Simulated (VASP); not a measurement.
# Bi₂Te₃: convergence, cohesive energy

Bi₂Te₃, R-3m (no. 166), 5 atoms in the cell. PBEsol; PAW potentials Bi_d, Te (PBE set). VASP 6.6.1.

Wanted: cohesive energy within 0.01 eV/atom.

Starting geometry: cell relaxed first with the same functional.

The series start from Cutoff ENCUT (eV): 320; box of the atom (Å): 12; SIGMA of the atom: 0.002; ALGO of the atom: All; k spacing (1/Å): 0.3; SIGMA of the crystal: 0.05; PREC: Accurate; LASPH: .TRUE.. Each series keeps the choices made before it, and each single choice may use up half of a tolerance. Times cover all steps of a run.

## Cutoff ENCUT (eV)

| Cutoff ENCUT (eV) | Cohesive energy (eV/atom) | Time (s) |
|---|---|---|
| 200 | 3.081 | 88 |
| 240 | 3.075 | 116 |
| 280 | 3.075 | 197 |
| 320 | 3.075 | 204 |
| 370 | 3.076 | 569 |
| 440 (reference) | 3.076 | 300 |

Chosen: 240, the loosest value from which every tighter one stays within half of the tolerance.

## Box of the atom (Å)

| Box of the atom (Å) | Cohesive energy (eV/atom) | Time (s) |
|---|---|---|
| 6 | 3.273 | 44 |
| 8 | 3.093 | 53 |
| 10 | 3.076 | 74 |
| 12 | 3.075 | 116 |
| 15 (reference) | 3.075 | 148 |

Chosen: 10.

## SIGMA of the atom

| SIGMA of the atom | Cohesive energy (eV/atom) | Time (s) |
|---|---|---|
| 0.2 | 3.075 | 74 |
| 0.1 | 3.088 | 70 |
| 0.05 | 3.076 | 111 |
| 0.01 | 3.076 | 128 |
| 0.002 (reference) | 3.076 | 74 |

Chosen: 0.05.

## ALGO of the atom

| ALGO of the atom | Cohesive energy (eV/atom) | Time (s) |
|---|---|---|
| All | 3.076 | 111 |
| Normal | 3.110 | 54 |
| Normal, gentle mixing | 3.110 | 49 |
| Damped | 3.321 | 104 |

Chosen: All; no other choice that stays within half of the tolerance saves 30 % of the time.

## k spacing (1/Å)

| k spacing (1/Å) | Cohesive energy (eV/atom) | Time (s) |
|---|---|---|
| 0.8 | 3.068 | 70 |
| 0.55 | 3.077 | 79 |
| 0.4 | 3.077 | 81 |
| 0.3 | 3.076 | 111 |
| 0.2 (reference) | 3.077 | 141 |

Chosen: 0.55.

## SIGMA of the crystal

| SIGMA of the crystal | Cohesive energy (eV/atom) | Time (s) |
|---|---|---|
| 0.2 | 3.077 | 78 |
| 0.1 | 3.077 | 76 |
| 0.05 | 3.077 | 79 |
| 0.01 (reference) | 3.077 | 76 |

Chosen: 0.2.

## PREC

| PREC | Cohesive energy (eV/atom) | Time (s) |
|---|---|---|
| Accurate | 3.077 | 78 |
| Normal | 3.076 | 43 |

Chosen: Normal, the fastest of those that stay within half of the tolerance.

## LASPH

| LASPH | Cohesive energy (eV/atom) | Time (s) |
|---|---|---|
| .TRUE. | 3.076 | 43 |
| .FALSE. | 3.078 | 23 |

Chosen: .FALSE..

## All choices together

| Input | Cohesive energy (eV/atom) | Time (s) |
|---|---|---|
| program defaults with spin kept, atom in an 8 A box (naive) | 3.108 | 11 |
| chosen settings | 3.078 | 23 |
| reference settings throughout | 3.076 | 425 |

The tolerance is met.

## The input

INCAR.step1:
```
SYSTEM = Bi2Te3
ALGO = All ; EDIFF = 1E-6
ENCUT = 240 ; GGA = PS
ISEARCH = 1 ; ISMEAR = 0
ISPIN = 2 ; ISYM = 0
LASPH = .False. ; LCHARG = .False.
LMAXMIX = 4 ; LREAL = .False.
LWAVE = .False. ; MAGMOM = 3
NBANDS = 14 ; NELM = 300
PREC = Normal ; SIGMA = 0.05
```

INCAR.step2, as INCAR.step1 but for:
```
- MAGMOM = 3
- NBANDS = 14
+ MAGMOM = 2
+ NBANDS = 9
```

INCAR.step3:
```
SYSTEM = Bi2Te3
ALGO = Normal ; EDIFF = 1E-6
ENCUT = 240 ; GGA = PS
ISMEAR = 0 ; KPAR = 4
LASPH = .False. ; LCHARG = .False.
LREAL = .False. ; LWAVE = .False.
NELM = 120 ; PREC = Normal
SIGMA = 0.2
```

KPOINTS.step1:
```
Automatic mesh
0
Gamma
  1 1 1
  0 0 0
```

KPOINTS.step3:
```
Automatic mesh
0
Gamma
  4 4 4
  0 0 0
```

POSCAR.step1:
```
Bi
1.0
   10.0000000000      0.0000000000      0.0000000000
    0.0000000000     10.4000000000      0.0000000000
    0.0000000000      0.0000000000     10.8000000000
Bi
1
Direct
    0.5000000000      0.5000000000      0.5000000000
```

POSCAR.step2:
```
Te
1.0
   10.0000000000      0.0000000000      0.0000000000
    0.0000000000     10.4000000000      0.0000000000
    0.0000000000      0.0000000000     10.8000000000
Te
1
Direct
    0.5000000000      0.5000000000      0.5000000000
```

POSCAR.step3:
```
Bi2Te3
1.0
   10.3874846096      0.0000000000      0.0000000000
    9.4650953313      4.2792297069      0.0000000000
    9.4650953313      2.0402042073      3.7615653228
Bi Te
2 3
Direct
    0.6000000000      0.6000000000      0.6000000000
    0.3998987395      0.3998987395      0.3998987395
    0.7903771500      0.7903771500      0.7903771500
    0.2095215894      0.2095215894      0.2095215894
   -0.0000506303     -0.0000506303     -0.0000506303
```

Commands (each step's output is kept before the next begins):
```
cat potpaw_PBE.64/Bi_d/POTCAR > POTCAR
cp INCAR.step1 INCAR
cp KPOINTS.step1 KPOINTS
cp POSCAR.step1 POSCAR
mpirun -np 4 vasp_gam > vasp.out
cat potpaw_PBE.64/Te/POTCAR > POTCAR
rm WAVECAR CHG
cp INCAR.step2 INCAR
cp POSCAR.step2 POSCAR
mpirun -np 4 vasp_gam > vasp.out
cat potpaw_PBE.64/Bi_d/POTCAR potpaw_PBE.64/Te/POTCAR > POTCAR
rm WAVECAR CHG
cp INCAR.step3 INCAR
cp KPOINTS.step3 KPOINTS
cp POSCAR.step3 POSCAR
mpirun -np 4 vasp_std > vasp.out
```

The chosen input took VASP 6.6.1 23 s on 4 cores (Intel Xeon 6975P-C (Granite Rapids)), a shared host.

## An input that fails: free atom kept spherical by wide smearing

It runs to its end, but against the unchanged starting input it is off by 0.065 eV/atom in the cohesive energy.

Changes against the starting input:
```
- SIGMA = 0.002
- ALGO = All
- ISYM = 0
- ISEARCH = 1
+ SIGMA = 0.5
+ ALGO = Normal
+ ISYM = 2
```
